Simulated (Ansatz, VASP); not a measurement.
**Two plane-wave programs on MgSi2N2**

```
Mg Si N
1.0
     1.66948   -4.06476    0.00000
     1.66948    4.06476    0.00000
     0.00000    0.00000    5.43230
Mg Si N
1 2 2
Direct
  0.50000 0.50000 0.50000
  0.14969 0.85031 0.00000
  0.85031 0.14969 0.00000
  0.00000 0.00000 0.24043
  0.00000 0.00000 0.75957
```

Alike in both runs: functional PBE; k mesh 6 × 6 × 4; occupations gaussian, width 0.1 eV; no spin polarisation.

Ansatz relaxed the structure, and its values are those at the end. VASP's run is a single point on that final structure, the one shown.

|  | VASP | Ansatz |
| --- | --- | --- |
| version | VASP 6.6.1 | Ansatz 0.2.0 |
| potentials or method | VASP PAW PBE potentials, release 64 (Mg, Si, N) | scalar-relativistic, plane waves, PAW |
| plane-wave cutoff (eV) | 520 | 420 |
| valence electrons in the cell | 20 | 28 |

Ansatz gave:

- gap on the k mesh at the Fermi level (eV): none
- pressure (GPa): 0.0
- rms of the force components (eV/Å): 0.004

Estimate VASP's values.

gap on the k mesh at the Fermi level (eV): none; pressure (GPa): -0.1; rms of the force components (eV/Å): 0.014.

A gap of «none» marks a metal or a gap that the smearing closes. The functional is the same, so the differences come from potentials, cutoffs and numerics. The two sets of potentials don't hold the same shells in valence.
